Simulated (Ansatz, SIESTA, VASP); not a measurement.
# C: 4 runs at one level of theory

The starting cell:

```
CELL_PARAMETERS angstrom
0.00000 1.78337 1.78337
1.78337 0.00000 1.78337
1.78337 1.78337 0.00000
ATOMIC_POSITIONS crystal
C 0.75000 0.75000 0.75000
C 0.50000 0.50000 0.50000
```

Alike in all runs: task relaxation of cell and atoms; functional PBEsol; k mesh 13 × 13 × 13; occupations fermi-dirac, width 0.05 eV; no spin polarisation; no spin-orbit coupling.

| program and potentials | plane-wave cutoff (eV) | notes | equilibrium volume (Å³/atom) |
| --- | --- | --- | --- |
| Ansatz, Ansatz PAW | 420 | potentials made for PBE, which Ansatz adapts in part | 5.61 |
| Ansatz, all-electron LAPW, scalar-relativistic | - | - | 5.61 |
| SIESTA, files PseudoDojo sr-pbesol-0.4.1-standard, DZP (energy shift 0.002 Ry) | - | atomic basis | 5.74 |
| VASP, PBE PAW files C, 600 eV | 600 | potentials made for PBE | 5.62 |

The equilibrium volume spans 5.61 (Ansatz, Ansatz PAW) to 5.74 Å³/atom (SIESTA, files PseudoDojo sr-pbesol-0.4.1-standard, DZP (energy shift 0.002 Ry)), with all-electron results at 5.61. Relaxations stop with a little pressure left, so the last digit of a volume isn't settled. Rows in atomic bases carry the error of their basis and grid, which can be large.

Differences between rows come from potentials, basis sets and numerical settings, since the functional is the same but for its coding. Runs on potential files found faulty are left out.
